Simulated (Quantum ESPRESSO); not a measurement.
Sn under changes of volume

One of the cells (27.650 Å³/atom); the others are scaled copies at fixed shape and fractional positions:

```xyz
2
Lattice="-2.9401 2.9401 1.5993 2.9401 -2.9401 1.5993 2.9401 2.9401 -1.5993" Properties=species:S:1:pos:R:3 pbc="T T T"
Sn    0.0000    0.0000    0.0000
Sn    0.0000    2.9401    0.7997
```

```yaml
Program: Quantum ESPRESSO 7.5
Functional: PBEsol
Potentials_or_basis: PseudoDojo 0.4.1 SR PBEsol standard
Cutoff: 980 eV
Density_cutoff: 3918 eV
k_mesh: 9 × 9 × 9
Occupations: fermi-dirac, width 0.05 eV
Spin: no spin polarisation
```

```tsv
volume (Å³/atom)	energy over the lowest point (meV/atom)	pressure (GPa)
25.991	6.31	2.2
26.544	?	?
27.097	0.00	-0.3
27.650	2.83	-1.4
28.203	9.08	-2.3
28.756	18.38	-3.1
29.309	30.42	-3.9
```

What does the run at 26.544 Å³/atom give?

Energy over the lowest point 1.00 meV/atom; pressure 0.9 GPa.

Worked out: A Birch-Murnaghan fit of order 3 (a polynomial in V^(-2/3)) to the other rows has its minimum at 26.96 Å³/atom with B0 = V·E''(V) = 56 GPa and B' = 4.5 at fixed shape and positions, which overstates the stiffness. It gives 1.01 meV/atom at 26.544 Å³/atom, against the run's 1.00, and -dE/dV = 0.9 GPa, against 0.9.

Energies are extrapolated to zero smearing.
